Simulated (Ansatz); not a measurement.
The system is CuO.

```xyz
8
Lattice="2.3418 -1.7113 0.0000 -1.4918 -1.7113 -5.0579 2.3418 5.1339 0.0000" Properties=species:S:1:pos:R:3 pbc="T T T"
Cu    0.0059   -0.6953   -4.8382
Cu    3.1860    2.4066   -0.2196
Cu    1.5778    2.0647   -2.6395
Cu    1.6140   -0.3534   -2.4183
O    -0.0539   -1.8744   -3.5775
O     1.3289    1.3158   -4.0093
O     0.1793   -0.6038   -1.7610
O     2.5875   -0.5489   -0.7679
```

Base run:

| Property | Result |
| --- | --- |
| Program | Ansatz 0.2.0 |
| Functional | PBEsol |
| Potentials or basis | Ansatz PAW |
| Cutoff | 420 eV |
| Density cutoff | 1680 eV |
| k mesh | 9 × 5 × 5 |
| Occupations | fermi-dirac, width 0.05 eV |
| Spin | no spin polarisation |
| Hubbard terms | Cu d U = 5.3 eV |

Its results: band gap on the k mesh none (metal or under the smearing width); pressure 50.0 GPa; largest force 16.525 eV/Å.

**Question.** After a change of settings the same cell gave: band gap on the k mesh none (metal or under the smearing width); pressure 52.6 GPa; largest force 16.944 eV/Å. Which change was it?
A. functional from PBEsol to r2SCAN; cutoff from 420 eV to 500 eV; density cutoff from 1680 eV to 2000 eV
B. functional from PBEsol to LDA
C. hubbard terms from Cu d U = 5.3 eV to none; hubbard projectors from ortho-atomic (the default) to none
D. functional from PBEsol to LDA; hubbard terms from Cu d U = 5.3 eV to Cu d U = 4.5 eV

**Answer.** A.

Caveats: a pressure of tens of GPa on the cell as given is suspect, and the run, the potentials or the cell itself is likely at fault; the run has no spin polarisation, though such a crystal can be magnetic; U without spin polarisation on a metal has little footing; the PAW data sets come from PBE, with cores solved anew for the run's functional, which leaves a small shift of forces and pressure; forces of over 1 eV/Å show positions far from the minimum, so gaps and moduli don't describe the material at rest.

Not every run made on this cell is shown here.
